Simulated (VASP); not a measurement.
Wanted: the native input for a VASP 6.6.1 run.

```yaml
Task: relaxation of cell and atoms
Functional: PBE
Potentials_or_basis: VASP PAW PBE potentials, release 64 (Cd, S)
Cutoff: 600 eV
k_mesh: 8 × 8 × 8
Occupations: fermi-dirac, width 0.05 eV
Spin: no spin polarisation
Target_pressure: 2 GPa
Further_INCAR_settings: ALGO = Normal; EDIFF = 1e-07; IBRION = 2; EDIFFG = -0.005; NSW = 60; ISIF = 3
Target_pressure: 2 GPa
```

The structure of CdS lies in POSCAR:

```
CdS
1.0
    0.0000000000      2.7532440000      2.7532440000
    2.7532440000      0.0000000000      2.7532440000
    2.7532440000      2.7532440000      0.0000000000
Cd S
1 1
Direct
    0.0000000000      0.0000000000      0.0000000000
    0.5000000000      0.5000000000      0.5000000000
```

Measurements of this composition are mostly on another form, of space group No. 186.

These files were run (other wordings do the same):

INCAR

```
PREC     = Accurate       # precision mode
ENCUT    = 600            # plane-wave cutoff, eV
EDIFF    = 1E-7           # SCF threshold, eV
ISMEAR   = -1             # smearing method
SIGMA    = 0.05           # smearing width, eV
LREAL    = False          # projectors in reciprocal space
LASPH    = True           # aspherical terms in the spheres
NELM     = 80             # most SCF steps
ALGO     = Normal         # electronic algorithm
ISIF     = 3              # what is computed and relaxed
LWAVE    = False          # write WAVECAR
LCHARG   = False          # write CHGCAR
GGA      = PE             # functional
IBRION   = 2              # ionic algorithm
NSW      = 60             # ionic steps
EDIFFG   = -0.005         # ionic threshold
PSTRESS  = 20
```

KPOINTS

```
regular mesh
0
Gamma
  8 8 8
```

Potentials or basis: VASP PAW PBE potentials, release 64 (Cd, S).

The run is started by

```sh
$ cat potpaw_PBE.64/Cd/POTCAR potpaw_PBE.64/S/POTCAR > POTCAR
$ mpirun -np 1 vasp_std > vasp.out
```

It gave:

- Relaxed volume: 20.30 Å³/atom
- Relaxed cell: a = 3.858 Å, b = 3.858 Å, c = 3.858 Å, α = 60.00°, β = 60.00°, γ = 60.00°
- Space group after relaxing (to 0.05 Å): Fm-3m (No. 225)
- Energy change on relaxing (the enthalpy is what falls): +3.3 meV/atom
- Ionic steps: 3
- Pressure after relaxing: 2.0 GPa
- Band gap on the k mesh: 0.26 eV, indirect (least direct gap 1.71 eV)

Caveat: the cell is relaxed towards a set pressure, so the enthalpy falls and the energy may rise.

Run time: 43 s on 1 thread of Intel(R) Xeon(R) Platinum 8259CL CPU @ 2.50GHz (Skylake/Cascade Lake), with other jobs on the host, peak memory 0.19 GiB.
